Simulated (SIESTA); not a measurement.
Runs of SIESTA 5.4.2 on MgS (Niningerite). It takes space group Fm-3m (No. 225, cubic). The conventional cell has a = 5.203 Å, b = 5.203 Å, c = 5.203 Å, α = 90.00°, β = 90.00°, γ = 90.00°. Around S (site symmetry m-3m) lie 6 Mg at 2.60 Å. Around Mg (site symmetry m-3m) lie 6 S at 2.60 Å. 

```csv
task,level,potentials or basis,broadening (eV),window to (eV),optical mesh offset,window from (eV),energy points,energy shift,gap on the mesh (eV),pressure (GPa)
single point,PBE,"PseudoDojo 0.4 standard (PBE files), DZP (energy shift 0.002 Ry)",-,-,-,-,-,0.002 Ry,2.80,3.5
optical spectrum,PW86PBE,"PseudoDojo 0.4 stringent (PBE files), DZP (energy shift 0.005 Ry)",0.1 eV,40 eV,true,-,-,0.005 Ry,2.83,(a)
density of states,revPBE,"PseudoDojo 0.4 standard (PBE files), DZP (energy shift 0.02 Ry)",0.2 eV,5 eV,-,-10 eV,301,0.02 Ry,2.98,(b)
atomic charges,vdW-DF,"PseudoDojo 0.4 standard (PBE files), TZP (energy shift 0.01 Ry)",-,-,-,-,-,0.01 Ry,2.98,4.0
```

Alike in all rows: no spin polarisation; cell as given; k mesh 9 × 9 × 9; smearing fermi-dirac 0.05 eV; grid cutoff 800 Ry.

**Question.** Fill in the values left out.

**Answer.** (a) 5.1; (b) -0.2.

Caveats: semicore shells carry a single zeta, which can move pressures by several GPa and volumes by a few percent; an odd mesh through Γ misses points on the zone boundary, where band edges often lie; the basis of atomic orbitals isn't converged, which shifts pressures, moduli and gaps; the potentials were made for another functional, which shifts forces and pressure (some runs); the basis holds too few empty states to meet the f-sum rule, so the spectrum is short of weight at high energy (some runs).

Not every run made on this cell is shown here.
